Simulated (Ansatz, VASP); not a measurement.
## One calculation of ZrB2, two programs

```
Zr B
1.0
     3.14872    0.00000    0.00000
    -1.57436    2.72688    0.00000
     0.00000    0.00000    3.50929
Zr B
1 2
Direct
  0.00000 0.00000 0.00000
  0.66667 0.33333 0.50000
  0.33333 0.66667 0.50000
```

Change from the starting cell: volume scaled by 0.98.

Alike in both runs: task single point; functional PBE; k mesh 10 × 10 × 8; occupations fermi-dirac, width 0.05 eV; no spin polarisation.

|  | VASP | Ansatz |
| --- | --- | --- |
| version | VASP 6.6.1 | Ansatz 0.2.0 |
| potentials or method | VASP PAW PBE potentials, release 64 (Zr_sv, B), cutoff 520 eV | all-electron LAPW, scalar-relativistic |

Ansatz gave:

| Item | Value |
| --- | --- |
| gap on the k mesh at the Fermi level (eV) | none |
| pressure (GPa) | 5.9 |
| largest component of the traceless stress (GPa) | 0.52 |

Task: Which values does VASP return?

Result: gap on the k mesh at the Fermi level (eV): none; pressure (GPa): 6.0; largest component of the traceless stress (GPa): 0.52.

A gap of «none» marks a metal or a gap that the smearing closes. Ansatz ran all-electron here, so the differences hold the error of VASP's frozen core and of both bases.
